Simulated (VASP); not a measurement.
# Be (I4/mmm) in VASP: further runs, part 2 of 2

VASP 6.6.1. The steps go on from the part before.

**3. Single point, PBEsol**

File INCAR:

```
SYSTEM = Be
PREC = Accurate ; ENCUT = 520
EDIFF = 1E-7 ; ISMEAR = 0
SIGMA = 0.15 ; LREAL = .FALSE.
LASPH = .TRUE. ; NELM = 60
ALGO = Normal ; ISIF = 2
LWAVE = .FALSE. ; LCHARG = .TRUE.
GGA = PS ; LELF = .TRUE.
LVHAR = .TRUE. ; NBANDS = 7
```

File KPOINTS:

```
Automatic mesh
0
G
  30 30 30
  0 0 0
```

File POSCAR:

```
Be
1.0
   -1.3613238613      1.3613238613      1.0618326118
    1.3613238613     -1.3613238613      1.0618326118
    1.3613238613      1.3613238613     -1.0618326118
Be
1
Direct
    0.0000000000      0.0000000000      0.0000000000
```

Potentials or basis: VASP PAW PBE potentials, release 64 (Be).

Command:

```bash
$ cat potpaw_PBE.64/Be/POTCAR > POTCAR
$ mpirun -np 1 vasp_std > vasp.out
```

OUTCAR:

```text
SYSTEM = Be
   PREC = Accurate
   ENCUT = 520
   EDIFF = 1E-7
   ISMEAR = 0
   LREAL = .FALSE.
   LASPH = .TRUE.
   NELM = 60
   ISIF = 2
   GGA = PS

 ion  position               nearest neighbor table
   1  0.000  0.000  0.000-

  LATTYP: Found a body centered tetragonal cell.
 ALAT       =     2.7226477226
 C/A-ratio  =     0.7800000000

  Lattice vectors:

 A1 = (  -1.3613238613,   1.3613238613,   1.0618326118)
 A2 = (   1.3613238613,  -1.3613238613,   1.0618326118)
 A3 = (   1.3613238613,   1.3613238613,  -1.0618326118)

Analysis of symmetry for initial positions (statically):
=====================================================================
 Subroutine PRICEL returns:
 Original cell was already a primitive cell.

 Routine SETGRP: Setting up the symmetry group for a
 body centered tetragonal supercell.

 Subroutine GETGRP returns: Found 16 space group operations
 (whereof 16 operations were pure point group operations)
 out of a pool of 16 trial point group operations.

The static configuration has the point symmetry D_4h.

Analysis of symmetry for dynamics (positions and initial velocities):
=====================================================================
[... 153 lines left out ...]
  free energy    TOTEN  =        -3.78758517 eV

  energy without entropy =       -3.78514710  energy(sigma->0) =       -3.78636614

 E-fermi :   7.0190     XC(G=0): -10.6200

 val. band max:        7.0141151913   @ k =  -0.4333   0.5000   0.3667
 cond. band min:       7.0245230145   @ k =   0.5000   0.4000   0.0000
 fundamental gap:      0.0104078232
 Fermi energy:         7.0189507550

 k-point     1 :       0.0000    0.0000    0.0000
  band No.  band energies     occupation
      1      -4.3111      2.00000
      2      24.8479      0.00000
      3      24.8479      0.00000
      4      30.0172      0.00000
      5      31.9020      0.00000
      6      36.2426      0.00000
      7      43.6575      0.00000
[... 221 lines left out ...]
 k-point    24 :       0.2667    0.0333    0.0000
  band No.  band energies     occupation
      1      -1.0673      2.00000
      2      18.4215      0.00000
      3      20.5430      0.00000
      4      22.3479      0.00000
      5      28.9657      0.00000
      6      32.5393      0.00000
      7      40.1860      0.00000

 [... further k-points ...]
[... 5 lines left out ...]
  --------------------------------------------------------------------------------------
  -------------------------------------------------------------------------------------
  Total       -0.3620757     -0.3620757      1.5225613      0.0000000      0.0000000      0.0000000
  in kB      -73.7005948    -73.7005948    309.9177249      0.0000000      0.0000000      0.0000000
  external PRESSURE =      54.1721784 kB  Pullay stress =       0.0000000 kB

 VOLUME and BASIS-vectors are now :
 -----------------------------------------------------------------------------
  energy-cutoff  :      520.00
  volume of cell :        7.87
      direct lattice vectors                 reciprocal lattice vectors
    -1.361323861  1.361323861  1.061832612     0.000000000  0.367289529  0.470884012
     1.361323861 -1.361323861  1.061832612     0.367289529  0.000000000  0.470884012
     1.361323861  1.361323861 -1.061832612     0.367289529  0.367289529  0.000000000

 POSITION                                       TOTAL-FORCE (eV/Angst)
 -----------------------------------------------------------------------------------
      0.00000      0.00000      0.00000        -0.000000      0.000000     -0.000000
 -----------------------------------------------------------------------------------
    total drift:                                0.000000     -0.000000      0.000000

  FREE ENERGIE OF THE ION-ELECTRON SYSTEM (eV)
  ---------------------------------------------------
  free  energy   TOTEN  =        -3.7875851706 eV

  energy  without entropy=       -3.7851471037  energy(sigma->0) =       -3.78636614
```

It took 36 s on 1 thread of Intel Xeon Platinum 8375C at 2.90GHz (Ice Lake), shared host; peak memory 0.19 GiB.

What came out:

| Item | Value |
| --- | --- |
| Free energy | -3.7876 eV |
| Pressure | 5.4 GPa |
| Band gap on the k mesh | none (metal or under the smearing width) |

Stress tensor (GPa, compression positive):
```
-7.37  0.00  0.00
 0.00 -7.37  0.00
 0.00  0.00 30.99
```

Caveat: the PAW data sets were made with another functional, which shifts forces and pressure a little.

**4. Single point, PBEsol**

This run uses another cell than the first one, of the same volume but with other edges.

File INCAR:

```
SYSTEM = Be
PREC = Accurate ; ENCUT = 520
EDIFF = 1E-6 ; ISMEAR = 0
SIGMA = 0.15 ; LREAL = .False.
LASPH = .True. ; NELM = 80
ALGO = Normal ; ISIF = 2
LWAVE = .False. ; LCHARG = .False.
GGA = PS ; NBANDS = 7
```

File KPOINTS:

```
regular mesh
0
Gamma
  30 30 30
  0 0 0
```

File POSCAR:

```
Be
1.0
   -1.4066515201      1.4066515201      0.9945026247
    1.4066515201     -1.4066515201      0.9945026247
    1.4066515201      1.4066515201     -0.9945026247
Be
1
Direct
    0.0000000000      0.0000000000      0.0000000000
```

Command:

```bash
$ cat potpaw_PBE.64/Be/POTCAR > POTCAR
$ mpirun -np 1 vasp_std > vasp.out
```

It took 1.8 min on 1 thread of Intel Xeon Platinum 8375C at 2.90GHz (Ice Lake), shared host; peak memory 0.2 GiB.

It converged, with:

```yaml
Free_energy: -3.6097 eV
Pressure: 11.8 GPa
Band_gap_on_the_k_mesh: none (metal or under the smearing width)
```

Stress tensor (GPa, compression positive):
```
-12.91   0.00   0.00
  0.00 -12.91   0.00
  0.00   0.00  61.27
```

Levels at points of the mesh, in eV from the Fermi level:
```csv
k point,band 1,band 2,band 3,band 4
"(0.00, 0.00, 0.00)",-10.89,16.57,16.57,23.00
"(0.50, 0.00, 0.00)",-2.61,4.08,12.34,13.50
"(0.50, 0.50, 0.00)",-5.43,-1.04,20.36,21.50
"(0.50, 0.50, 0.50)",1.30,1.30,7.48,9.89
```

Caveat: the PAW data sets were made with another functional, which shifts forces and pressure a little.

**5. Single point, PBEsol**

File INCAR:

```
PREC = Accurate
ENCUT = 520
EDIFF = 1E-6
ISMEAR = 0
SIGMA = 0.15
LREAL = False
LASPH = True
NELM = 60
ALGO = Normal
ISIF = 2
LWAVE = False
LCHARG = True
GGA = PS
LELF = True
LVHAR = True
NBANDS = 7
```

File KPOINTS:

```
Automatic mesh
0
Gamma
  30 30 30
```

File POSCAR:

```
Be
1.0
   -1.2139349897      1.2139349897      1.3353284886
    1.2139349897     -1.2139349897      1.3353284886
    1.2139349897      1.2139349897     -1.3353284886
Be
1
Direct
    0.0000000000      0.0000000000      0.0000000000
```

Command:

```bash
$ cat potpaw_PBE.64/Be/POTCAR > POTCAR
$ mpirun -np 1 vasp_std > vasp.out
```

It took 30 s on 1 thread of Intel Xeon Platinum 8375C at 2.90GHz (Ice Lake), shared host; peak memory 0.19 GiB.

The run converged. Its results:

```yaml
Free_energy: -3.8945 eV
Pressure: -1.2 GPa
Band_gap_on_the_k_mesh: none (metal or under the smearing width)
```

Stress tensor (GPa, compression positive):
```
-0.61  0.00  0.00
 0.00 -0.61  0.00
 0.00  0.00 -2.42
```

Levels at points of the mesh, in eV from the Fermi level:
```csv
k point,band 1,band 2,band 3,band 4,band 5
"(0.00, 0.00, 0.00)",-12.19,19.02,19.46,19.46,29.58
"(0.50, 0.00, 0.00)",-5.41,0.08,13.10,16.43,21.68
"(0.50, 0.50, 0.00)",-4.67,1.25,10.99,13.49,18.33
"(0.50, 0.50, 0.50)",1.66,5.28,5.28,8.34,11.07
```

Caveat: the PAW data sets were made with another functional, which shifts forces and pressure a little.
